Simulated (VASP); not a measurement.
The system is HfO2.

```
Hf O
1.0
     5.11800    0.00000    0.00000
     0.00000    5.18570    0.00000
    -0.85866    0.00000    5.21387
Hf O
4 8
Cartesian
  1.2314 0.2059 1.0845
  3.4573 2.7987 1.5224
  3.0279 4.9798 4.1294
  0.8021 2.3870 3.6914
  1.8842 3.9313 2.5032
  2.8045 1.3384 0.1038
  2.3751 1.2544 2.7107
  1.4549 3.8473 5.1101
  0.0821 1.7196 1.8076
  4.6066 4.3124 0.7993
  4.1773 3.4661 3.4062
  -0.3473 0.8733 4.4146
```

| Property | Result |
| --- | --- |
| Program | VASP 6.6.1 |
| Task | relaxation of cell and atoms |
| Functional | LDA |
| Potentials or basis | VASP PAW LDA potentials, release 64 (Hf_pv, O) |
| Cutoff | 600 eV |
| k mesh | 6 × 6 × 6 |
| Occupations | fermi-dirac, width 0.05 eV |
| Spin | no spin polarisation |

At the start: pressure -10.5 GPa; volume 11.53 Å³/atom.

Question: How do energy, volume and symmetry change on relaxing?

Answer: Over 26 steps the energy falls by 19.6 meV/atom and the volume is 11.01 Å³/atom (-4.5 %); space group P2_1/c (No. 14, to 0.05 Å).

The path:
```
step  energy change (eV)  largest force (eV/Å)  pressure (GPa)  volume (Å³)
   1              0.0000                0.4147          -10.45       138.38
   2              0.3441                0.6999           21.75       123.85
   3             -0.2075                0.3655            0.12       132.62
   4             -0.2076                0.3649            0.33       132.51
   5             -0.2210                0.3487            0.01       132.34
   6             -0.2231                0.1945            0.09       132.38
   7             -0.2294                0.0731           -0.06       132.44
   8             -0.2297                0.0804           -0.09       132.45
   9             -0.2316                0.0279            0.04       132.36
  10             -0.2318                0.0340            0.10       132.32
  11             -0.2322                0.0271           -0.13       132.44
  12             -0.2322                0.0280           -0.21       132.47
  13             -0.2324                0.0300           -0.04       132.39
  14             -0.2325                0.0334            0.12       132.32
  15             -0.2327                0.0298            0.10       132.32
  16             -0.2330                0.0368            0.04       132.30
  17             -0.2333                0.0272           -0.06       132.33
  18             -0.2338                0.0333           -0.36       132.41
  19             -0.2340                0.0323           -0.25       132.35
  20             -0.2344                0.0304            0.05       132.16
  21             -0.2344                0.0305            0.17       132.09
  22             -0.2347                0.0257            0.15       132.08
  23             -0.2350                0.0514            0.10       132.03
  24             -0.2354                0.0268           -0.01       132.08
  25             -0.2355                0.0354           -0.27       132.19
  26             -0.2356                0.0174           -0.17       132.15
```

Final structure:
```yaml
crystal:
  lattice:
    - [5.03284, 0.00000, -0.00923]
    - [0.00000, 5.12347, 0.00000]
    - [-0.85387, 0.00000, 5.12657]
  atoms:
    - { symbol: Hf, position: [0.27777, 0.04248, 0.20806] }
    - { symbol: Hf, position: [0.72223, 0.54248, 0.29194] }
    - { symbol: Hf, position: [0.72223, 0.95752, 0.79194] }
    - { symbol: Hf, position: [0.27777, 0.45752, 0.70806] }
    - { symbol: O, position: [0.44645, 0.75833, 0.48184] }
    - { symbol: O, position: [0.55355, 0.25833, 0.01816] }
    - { symbol: O, position: [0.55355, 0.24166, 0.51816] }
    - { symbol: O, position: [0.44645, 0.74167, 0.98184] }
    - { symbol: O, position: [0.07239, 0.33990, 0.33845] }
    - { symbol: O, position: [0.92761, 0.83990, 0.16155] }
    - { symbol: O, position: [0.92761, 0.66010, 0.66155] }
    - { symbol: O, position: [0.07239, 0.16010, 0.83845] }
```
